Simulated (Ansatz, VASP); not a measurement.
Given: the input of a run of Ansatz 0.2.0 on Sn.

input.yaml

```yaml
crystal:
  lattice:
    - [-1.8559746029, 1.8559746029, 1.8559746029]
    - [1.8559746029, -1.8559746029, 1.8559746029]
    - [1.8559746029, 1.8559746029, -1.8559746029]
  atoms:
    - { symbol: Sn, position: [0.0, 0.0, 0.0] }
hamiltonian:
  xc: pbe
  pseudopotentials: { kind: paw, azcp: { folder: soft_1 } }
kpoints:
  mp_grid: { grid: [10, 10, 10] }
scf:
  occupations: { method: fermi_dirac, width: 0.05 }
output:
  forces: true
  stress: true
  eigenvalues: true
```

Potentials or basis: Ansatz PAW soft_1.

Run with:

```console
$ ansatz run input.yaml --threads 1 --pin off --max-ram 3584MiB --backend cpu --events-out ev --progress --plain --runs-dir out
```

Problem. Set up the same calculation for VASP 6.6.1. Potentials there: VASP PAW PBE potentials, release 64 (Sn_d).

Solution. As run (the cutoff follows the program's own potentials):

File INCAR:

```
PREC = Accurate
ENCUT = 520
EDIFF = 1E-6
ISMEAR = -1
SIGMA = 0.05
LREAL = False
LASPH = True
NELM = 100
ALGO = Fast
ISIF = 2
LWAVE = False
LCHARG = True
GGA = PE
LELF = True
LVHAR = True
NBANDS = 13
```

File KPOINTS:

```
Automatic mesh
0
Gamma
  10 10 10
```

Contents of POSCAR:

```
Sn
1.0
   -1.8559746029      1.8559746029      1.8559746029
    1.8559746029     -1.8559746029      1.8559746029
    1.8559746029      1.8559746029     -1.8559746029
Sn
1
Direct
    0.0000000000      0.0000000000      0.0000000000
```

Potentials or basis: VASP PAW PBE potentials, release 64 (Sn_d).

Command:

```bash
$ cat potpaw_PBE.64/Sn_d/POTCAR > POTCAR
$ mpirun -np 1 vasp_std > vasp.out
```

Both were run:

|  | VASP | Ansatz | Ansatz less VASP |
| --- | --- | --- | --- |
| gap on the k mesh at the Fermi level (eV) | none | none | - |
| pressure (GPa) | 4.0 | 4.0 | 0.00 |

A gap of «none» marks a metal or a gap that the smearing closes.
